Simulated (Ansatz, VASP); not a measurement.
# One calculation of GaS, two programs

```xyz
8
Lattice="3.6298 0.0000 0.0000 -1.8149 3.1435 0.0000 0.0000 0.0000 17.7795" Properties=species:S:1:pos:R:3 pbc="T T T"
Ga    0.0000    2.0957    5.6807
Ga    1.8149    1.0478   14.5704
Ga    1.8149    1.0478   12.0988
Ga    0.0000    2.0957    3.2091
S     0.0000    2.0957   15.6533
S     1.8149    1.0478    6.7636
S     1.8149    1.0478    2.1262
S     0.0000    2.0957   11.0159
```

Alike in both runs: functional PBE; k mesh 9 × 9 × 2; occupations gaussian, width 0.02 eV; no spin polarisation.

Ansatz relaxed the structure, and its values are those at the end. VASP's run is a single point on that final structure, the one shown.

|  | VASP | Ansatz |
| --- | --- | --- |
| version | VASP 6.6.1 | Ansatz 0.2.0 |
| potentials or method | VASP PAW PBE potentials, release 64 (Ga_d, S) | scalar-relativistic, plane waves, PAW |
| plane-wave cutoff (eV) | 520 | 420 |
| valence electrons in the cell | 76 | 76 |

```tsv
	VASP	Ansatz	Ansatz less VASP
gap on the k mesh at the Fermi level (eV)	2.03	2.02	-0.009
least direct gap on the mesh (eV)	2.07	2.06	-0.007
pressure (GPa)	0.0	0.0	-0.02
rms of the force components (eV/Å)	0.005	0.000	-0.0044
```

With one functional, cell and mesh, what is left measures potentials, basis and numerics.

Caveats: an odd mesh through Γ misses points on the zone boundary, where band edges often lie; this functional lacks dispersion, which binds the layers, so the pressure and a relaxed spacing across them are unreliable.
